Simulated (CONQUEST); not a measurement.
Re under changes of volume

One of the cells (15.716 Å³/atom); the others are scaled copies at fixed shape and fractional positions:

```
Re
1.0
     2.81157    0.00000    0.00000
     0.00000    2.81157    0.00000
     0.00000    0.00000    3.97616
Re
2
Direct
  0.00000 0.00000 0.00000
  0.50000 0.50000 0.50000
```

This isn't the form of Re at room conditions, which is hcp.

```yaml
Program: CONQUEST 1.3
Functional: PBE
Potentials_or_basis: PseudoDojo NC PBE, DZP, grid of 32 × 32 × 40 points
k_mesh: 9 × 9 × 7
Occupations: fermi-dirac, width 0.05 eV
Spin: no spin polarisation
```

```tsv
volume (Å³/atom)	energy over the lowest point (meV/atom)	pressure (GPa)
14.483	37.86	18.4
14.791	?	?
15.099	0.00	1.7
15.716	20.95	-12.1
16.024	49.73	-17.6
16.332	88.71	-22.8
```

What does the run at 14.791 Å³/atom give?

Energy over the lowest point 10.89 meV/atom; pressure 9.7 GPa.

Worked out: A Birch-Murnaghan fit of order 3 (a polynomial in V^(-2/3)) to the other rows has its minimum at 15.17 Å³/atom with B0 = V·E''(V) = 366 GPa and B' = 4.7. It gives 10.70 meV/atom at 14.791 Å³/atom, against the run's 10.89, and -dE/dV = 9.7 GPa, against 9.7.

Energies are extrapolated to zero smearing.

Caveats: the basis of atomic orbitals isn't converged, which shifts pressures, moduli and gaps; the real-space grid breaks the cell's symmetry a little.
